## Question

In a soft metal small pressures do a great deal: at a bulk modulus of 10 GPa, 0.1 GPa changes the volume by about one per cent. The table follows barium in the diamond structure, a hypothetical metallic phase, through compression and stretching with three density functionals. The volume scale is the volume divided by that of each functional's own relaxed cell, and pressure is positive in compression.

Ba in the diamond structure, with 50.90 (PBEsol), 57.39 (PBE) and 48.35 Å³ (LDA) per atom at scale 1. Ansatz 0.2.0, DFT with plane waves (420 eV) and scalar-relativistic PAW, no spin polarisation, k mesh 8×8×8 (LDA 9×9×9), Fermi-Dirac smearing of 0.1 eV. Energies are extrapolated to zero smearing and count from scale 1; pressures include the smearing.

```tsv
volume scale	energy change, PBEsol (meV/atom)	pressure, PBEsol (GPa)	energy change, PBE (meV/atom)	pressure, PBE (GPa)	energy change, LDA (meV/atom)	pressure, LDA (GPa)
0.88	43.4	2.80	21.8	1.47	53.3	3.55
0.92	16.6	1.57	6.7	0.78	20.6	2.01
0.96	3.3	0.66	0.3	0.28	4.2	0.85
1	0.0	-0.01	0.0	-0.05	0.0	-0.02
1.04	4.0	-0.48	4.1	-0.28	4.9	-0.65
1.08	13.2	-0.81	11.2	-0.40	16.4	-1.10
1.12	26.1	-1.02	20.0	-0.46	32.5	-1.40
```

At equal scale, PBE needs only about half the pressure of PBEsol. Three explanations are offered:

A. PBE makes the bonding softer at any given spacing of the atoms.

B. All functionals share one pressure–volume curve, which PBE moves sideways to larger volumes.

C. All functionals share one pressure–volume curve, which PBE lifts by a constant pressure.

(a) Decide between them. (b) Check how well the best one recovers the relaxed volume of PBE stated above the table, and the bulk modulus there. (c) Say where it fails.

## Model answer

**(a)** The bulk modulus is B = −V dP/dV, the pressure needed per relative change of volume. It follows from the pressures on either side of a row. For the relaxed PBE cell, B = (0.28 + 0.28)/0.08 = 7 GPa, while PBEsol gives 14 and LDA 19 GPa.

Explanation A looks strong at this point. Multiplying every PBEsol pressure by 0.51, a factor fitted to all seven rows, reproduces the PBE column with a typical miss of 0.04 GPa. But equal scales are not equal volumes: the relaxed cell holds 57.39 Å³ per atom in PBE and 50.90 Å³ in PBEsol. The factor therefore compares a roomy crystal with a tight one.

The fair comparison is at equal volume. Near 53 Å³ per atom lie PBE at scale 0.92, PBEsol at 1.04 and LDA at 1.08. Their bulk moduli are 13.7, 10.4 and 10.1 GPa, so PBE is now the stiffest of the three. Explanation A demands the opposite order and falls.

Explanation B keeps the shape of the curve and changes only its position along the volume axis. Every relaxed cell would then sit on the same slope. In fact the pressure falls by 0.12 GPa per Å³ at the relaxed PBE cell and by 0.39 GPa per Å³ at the LDA one. A threefold difference rules B out.

Explanation C demands equal slopes at equal volume, and it comes closest. To test it, a cubic fitted to the seven PBEsol pressures serves to read that curve between its rows. PBE lies above it by 1.4 GPa at 50.5 Å³ and by 1.1 GPa at 55.1 Å³. LDA lies below it, by 0.7 to 0.9 GPa where the volumes overlap.

The softness then follows from the shape of the shared curve, which is steep in compression and flat in tension. A lifted curve reaches zero pressure further out, where it is flatter, and the crystal at rest there is soft. PBEsol shows this within its own column: stretched from 48.9 to 55.0 Å³, its bulk modulus drops from 19 to 7 GPa. The first value is nearly that of LDA in its own relaxed cell, at almost the same volume. The second is close to that of PBE, though PBE has it at 57.4 Å³, where the PBEsol curve is flatter still.

A weight hung on a spring that weakens as it is stretched behaves in the same way. A heavier weight leaves the law of the spring unchanged, yet the spring comes to rest at a greater length and feels softer there. The likeness holds as long as the extra load is constant, which for barium is only roughly true.

Theory suggests where the lift comes from. Pressure is minus the slope of energy against volume, so a constant extra pressure means an energy difference that changes steadily with volume; 1 GPa corresponds to about 6 meV per Å³. Gradient corrections favour uneven electron densities, and the density becomes more uneven as atoms move apart. The correction thus pushes outwards, more strongly in PBE than in PBEsol, and LDA has none. The table fits this order but does not isolate the cause.

**(b)** Take the lift of 1.1 GPa found at PBE scale 0.96. The PBE crystal is at rest where the PBEsol pressure is −1.1 GPa.

1. The last PBEsol row has −1.02 GPa at 57.01 Å³.
2. Between the last two rows the pressure falls by 1.02 − 0.81 = 0.21 GPa over 57.01 − 54.97 = 2.04 Å³, or 0.10 GPa per Å³.
3. The remaining 0.08 GPa needs another 0.8 Å³, which gives a relaxed volume of about 57.8 Å³.
4. With this slope the bulk modulus there would be 0.10 × 58 ≈ 6 GPa. This bulk modulus is an upper limit and the volume in step 3 a lower one, since the curve is flattening quickly: between scales 1.04 and 1.08 the pressure still fell by 0.16 GPa per Å³.

The calculation gives 57.4 Å³ and 7 GPa. Both values were known beforehand, so this is a check of consistency and not a prediction. The pressure of the relaxed PBE row was not used, but the lift was read only four per cent away in volume, so the agreement in volume is a mild test. The bulk modulus is the harder one, and it comes out too low.

**(c)** The lift is not constant: it shrinks as the crystal expands. It has to vanish in the end, because for separated atoms the energy difference between two functionals no longer depends on volume. A shrinking lift adds a slope of its own, here (1.37 − 1.10)/(55.09 − 50.50) ≈ 0.06 GPa per Å³. Multiplied by 53 Å³ this is about 3 GPa, which is the extra stiffness of PBE found at equal volume in part (a).

## Remarks on the reasoning

The tempting mistake is to take a good fit for a cause. The factor 0.51 is a sound summary of the two columns, and it can be used as such within this range. It blends two effects of opposite sign, however: a larger cell, which softens the crystal, and a curve steeper by about a third at given volume, which stiffens it. Only a comparison at equal volume separates them.

The pressures contain a contribution from the electronic smearing, which the energies leave out. This is one reason why a smooth curve through the PBE energies has its minimum slightly below scale 1. The order at equal volume does not hang on it: bulk moduli taken from the energies are 14.0, 10.6 and 10.3 GPa for PBE, PBEsol and LDA.

More caution is due with the size of the lift. PBEsol and LDA were run with atomic datasets made for PBE, and how much of the 1 GPa or so stems from this is untested. The comparison also does not tell which functional is closest to nature. It tells that a difference in bulk modulus between functionals should be traced to the volume before it is blamed on the bonds. The printed output below holds the volumes, the fit and the bulk moduli used here.

Output of the analysis:

```
Volume of an atom in cubic angstrom:
   row    PBE  PBEsol    LDA
  0.88   50.5   44.79  42.55
  0.92   52.8   46.83  44.48
  0.96  55.09   48.86  46.42
   1.0  57.39    50.9  48.35
  1.04  59.69   52.94  50.28
  1.08  61.98   54.97  52.22
  1.12  64.28   57.01  54.15
Bulk modulus at own cell, PBE (GPa): 7
Bulk modulus at own cell, PBEsol (GPa): 14.25
Bulk modulus at own cell, LDA (GPa): 18.75
Bulk modulus, PBE at scale 0.92 (GPa): 13.69
Bulk modulus, PBEsol at scale 1.04 (GPa): 10.4
Bulk modulus, LDA at scale 1.08 (GPa): 10.12
Bulk modulus, PBE at scale 0.96 (GPa): 9.96
Bulk modulus, PBEsol at scale 1.08 (GPa): 7.29
Bulk modulus, PBEsol at scale 0.96 (GPa): 18.96
Fall of pressure with volume at own cell, PBE (GPa per cubic angstrom): 0.122
Fall of pressure with volume at own cell, LDA (GPa per cubic angstrom): 0.3878
fit of pressure_PBEsol on 7 rows: constant -0.01286 +/- 0.004, coefficient of x -14.04 +/- 0.088, coefficient of x**2 62.5 +/- 0.47, coefficient of x**3 -130.2 +/- 7.3; rms 0.00452, worst 1.08 0.00714, leave-one-out rms 0.0227
PBE above PBEsol at equal volume, PBE scale 0.88 (GPa): 1.37
PBE above PBEsol at equal volume, PBE scale 0.96 (GPa): 1.098
LDA below PBEsol at equal volume, LDA scale 0.96 (GPa): 0.9482
LDA below PBEsol at equal volume, LDA scale 1.12 (GPa): 0.7112
Constant pressure shift, rms miss for LDA at scales 0.96 to 1.12 (GPa): 0.08424
Sideways volume shift, rms miss for the same LDA rows (GPa): 0.2677
Best factor from PBEsol to PBE pressure at equal scale: 0.5095
Rms miss of that factor, all rows (GPa): 0.04216
Bulk modulus from energies, PBE at scale 0.92 (GPa): 13.97
Bulk modulus from energies, PBEsol at scale 1.04 (GPa): 10.64
Bulk modulus from energies, LDA at scale 1.08 (GPa): 10.29
Entropy term, PBE at scale 0.92 (meV/atom): 36.71
Entropy term, PBEsol at scale 1.04 (meV/atom): 37.14
```
